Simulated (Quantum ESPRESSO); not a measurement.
TiO2 under changes of volume

One of the cells (11.432 Å³/atom); the others are scaled copies at fixed shape and fractional positions:

```
Ti O
1.0
     9.45900    0.00000    0.00000
     0.00000    2.95850    0.00000
     0.00000    0.00000    4.90220
Ti O
4 8
Direct
  0.63690 0.25000 0.56463
  0.36310 0.75000 0.43537
  0.86310 0.75000 0.06463
  0.13690 0.25000 0.93537
  0.47240 0.25000 0.29160
  0.52760 0.75000 0.70840
  0.02760 0.75000 0.79160
  0.97240 0.25000 0.20840
  0.76630 0.25000 0.86350
  0.23370 0.75000 0.13650
  0.73370 0.75000 0.36350
  0.26630 0.25000 0.63650
```

Measurements of this composition are mostly on another form, of space group No. 141.

```yaml
Program: Quantum ESPRESSO 7.5
Functional: PBE
Potentials_or_basis: SSSP 1.3 efficiency PBE
Cutoff: 748 eV
Density_cutoff: 5987 eV
k_mesh: 3 × 9 × 6
Occupations: fermi-dirac, width 0.05 eV
Spin: no spin polarisation
```

```tsv
volume (Å³/atom)	energy over the lowest point (meV/atom)	pressure (GPa)	gap on the mesh (eV)
10.746	?	?	?
10.975	17.12	10.6	2.59
11.203	5.22	5.7	2.53
11.432	0.00	1.3	2.48
11.661	0.80	-2.7	2.43
11.889	7.01	-6.3	2.38
12.118	18.12	-9.6	2.33
```

Question: What does the run at 10.746 Å³/atom give?

Answer: Energy over the lowest point 36.45 meV/atom; pressure 16.1 GPa; gap on the mesh 2.64 eV.

Worked out: A Birch-Murnaghan fit of order 3 (a polynomial in V^(-2/3)) to the other rows has its minimum at 11.51 Å³/atom with B0 = V·E''(V) = 205 GPa and B' = 4.4 at fixed shape and positions, which overstates the stiffness. It gives 36.54 meV/atom at 10.746 Å³/atom, against the run's 36.45, and -dE/dV = 16.4 GPa, against 16.1. A straight line through the other rows of the gap, of slope -2.6 eV per unit of ln V, extrapolates to 2.64 eV, against the run's 2.64.

Energies are extrapolated to zero smearing.

Caveats: an odd mesh through Γ misses points on the zone boundary, where band edges often lie.
